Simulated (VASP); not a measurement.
**Al2Pt: single point with PBEsol**

Al2Pt:

```xyz
3
Lattice="0.0000 2.9483 2.9483 2.9483 0.0000 2.9483 2.9483 2.9483 0.0000" Properties=species:S:1:pos:R:3 pbc="T T T"
Al    1.4741    1.4741    1.4741
Al    4.4224    4.4224    4.4224
Pt    0.0000    0.0000    0.0000
```

```yaml
Program: VASP 6.6.1
Task: single point
Functional: PBEsol
Potentials_or_basis: VASP PAW PBE potentials, release 64 (Al, Pt)
Cutoff: 520 eV
k_mesh: 12 × 12 × 12
Occupations: gaussian, width 0.1 eV
Spin: no spin polarisation
Dipole_correction: no
Further_INCAR_settings: ALGO = Normal; EDIFF = 1e-06; NBANDS = 15
```

```
Pressure               : 0.0 GPa
Band gap on the k mesh : none (metal or under the smearing width)
```

Levels at points of the mesh, in eV from the Fermi level:
```csv
k point,band 4,band 5,band 6,band 7,band 8,band 9,band 10,band 11,band 12,band 13
"(0.00, 0.00, 0.00)",-5.12,-3.75,-3.75,3.02,3.77,3.77,3.77,5.44,5.44,5.44
"(0.50, 0.00, 0.00)",-4.80,-3.77,-3.53,-3.53,0.99,0.99,3.73,5.16,5.16,5.42
"(0.50, 0.50, 0.00)",-3.84,-3.84,-3.48,-3.25,-1.64,-1.64,3.19,3.31,8.06,10.81
```

Wall time 43 s on 1 thread of Intel(R) Xeon(R) Platinum 8488C (Sapphire Rapids), with other jobs on the host, peak memory 0.21 GiB.

Caveat: the PAW data sets were made with another functional, which shifts forces and pressure a little. Spin-orbit coupling is left out, which matters for the levels of Pt.
